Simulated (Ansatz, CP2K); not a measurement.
WS2: programs and potentials compared

```
W S
1.0
     3.18000    0.00000    0.00000
    -1.59000    2.75396    0.00000
     0.00000    0.00000   12.50000
W S
2 4
Direct
  0.66667 0.33333 0.75000
  0.33333 0.66667 0.25000
  0.66667 0.33333 0.37500
  0.33333 0.66667 0.87500
  0.66667 0.33333 0.12500
  0.33333 0.66667 0.62500
```

Alike in all runs: task band structure; functional PBEsol; k mesh 10 × 10 × 3; occupations fermi-dirac, width 0.05 eV; no spin polarisation; no spin-orbit coupling. Pressure is positive in compression and, in plane waves, holds the error of the finite cutoff, which Ansatz's Pulay term estimates and takes out. Gaps are the smaller of the mesh's and the band path's.

```
                                                    program and potentials  plane-wave cutoff (eV)                                                                                   notes  band gap (eV)  pressure (GPa)  largest force (eV/Å)
                                                        Ansatz, Ansatz PAW                     420  potentials made for PBE, which Ansatz adapts in part; Pulay term of +0.02 GPa included           1.00           -2.71                 0.154
CP2K, POTENTIAL_UZH W GTH-PBE-q14, S GTH-PBE-q6; TZVP-MOLOPT-PBE-GTH basis                       -                                                   atomic basis; potentials made for PBE           1.00           -2.17                 0.066
                            Ansatz, all-electron LAPW, scalar-relativistic                       -                                                                                       -           1.01           -2.66                 0.151
```

Force on atom 4 (S), eV/Å:

| program and potentials | x | y | z |
| --- | --- | --- | --- |
| Ansatz, Ansatz PAW | 0.000 | 0.000 | -0.154 |
| CP2K, POTENTIAL_UZH W GTH-PBE-q14, S GTH-PBE-q6; TZVP-MOLOPT-PBE-GTH basis | 0.000 | 0.000 | -0.066 |
| Ansatz, all-electron LAPW, scalar-relativistic | 0.000 | 0.000 | -0.151 |

The band gap spans 1.00 (CP2K, POTENTIAL_UZH W GTH-PBE-q14, S GTH-PBE-q6; TZVP-MOLOPT-PBE-GTH basis) to 1.01 eV (Ansatz, all-electron LAPW, scalar-relativistic), with all-electron results at 1.01. The pressure spans -2.71 (Ansatz, Ansatz PAW) to -2.17 GPa (CP2K, POTENTIAL_UZH W GTH-PBE-q14, S GTH-PBE-q6; TZVP-MOLOPT-PBE-GTH basis), with all-electron results at -2.66. The paths' points differ, which is worth about 0.01 eV. Rows in atomic bases carry the error of their basis and grid, which can be large.

Differences between rows come from potentials, basis sets and numerical settings, since the functional is the same but for its coding. Runs on potential files found faulty are left out.
